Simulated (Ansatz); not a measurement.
We consider cubic perovskite BaSnO3, described by PBE-D4 in Ansatz (PAW).

Numerical settings: plane-wave cutoff 520 eV, 8×8×8 k mesh, Fermi–Dirac smearing 0.01 eV, scalar-relativistic PAW data made under PBE.

Cell (relaxed at this level):

```cif
data_BaO3Sn
_chemical_formula_sum 'Ba1 Sn1 O3'
_space_group_name_H-M_alt 'Pm-3m'
_space_group_IT_number 221
_space_group_name_Hall '-P 4 2 3'
_cell_length_a 4.15001
_cell_length_b 4.15001
_cell_length_c 4.15001
_cell_angle_alpha 90.000
_cell_angle_beta 90.000
_cell_angle_gamma 90.000
loop_
_atom_site_label
_atom_site_type_symbol
_atom_site_symmetry_multiplicity
_atom_site_Wyckoff_symbol
_atom_site_fract_x
_atom_site_fract_y
_atom_site_fract_z
_atom_site_occupancy
Ba1 Ba 1 a 0.00000 0.00000 0.00000 1
Sn1 Sn 1 b 0.50000 0.50000 0.50000 1
O1 O 3 c 0.00000 0.50000 0.50000 1
```

Predict the band gap and smallest direct gap on the k points sampled.


* **band gap**: 0.70 eV
* **smallest direct gap on the k points sampled**: 1.19 eV

Measured, for comparison: band gap 2.95 eV (temperature not stated, not corrected to a static lattice, indirect, from the absorption edge of a single crystal; as tabulated in Kim et al. (2012), arXiv:1207.0764).

Spin–orbit coupling is not included.

Static lattice: no zero-point or thermal effects.

It cost about 80 core-seconds (a rough figure) of CPU time.

Ansatz is a quantum-chemistry and plane-wave program.
